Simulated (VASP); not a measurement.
A run of VASP 6.6.1:

Contents of INCAR:

```
PREC = Accurate
ENCUT = 600
EDIFF = 1E-6
ISMEAR = 0
SIGMA = 0.03
LREAL = F
LASPH = T
NELM = 80
ALGO = Normal
ISIF = 3
LWAVE = F
LCHARG = F
GGA = PS
IBRION = 2
NSW = 90
EDIFFG = -0.01
KPAR = 4
```

KPOINTS

```
regular mesh
0
Gamma
  8 8 8
```

POSCAR

```
NaCl
1.0
    0.0000000000      2.8100000000      2.8100000000
    2.8100000000      0.0000000000      2.8100000000
    2.8100000000      2.8100000000      0.0000000000
Na Cl
1 1
Direct
    0.0000000000      0.0000000000      0.0000000000
    0.5000000000      0.5000000000      0.5000000000
```

Potentials or basis: VASP PAW PBE potentials, release 64 (Na_pv, Cl).

Run with:

```console
$ cat potpaw_PBE.64/Na_pv/POTCAR potpaw_PBE.64/Cl/POTCAR > POTCAR
$ mpirun -np 4 vasp_std > vasp.out
```

Hardware: 4 MPI ranks on AMD EPYC 9R45 (Zen 5), on a shared host.

Task: How long does it take, and how much memory?

Result: Run time: 6.6 s on 4 MPI ranks on AMD EPYC 9R45 (Zen 5), on a shared host, peak memory 0.15 GiB a rank. Counts: scf iterations 21, k points 29, ion steps 3.
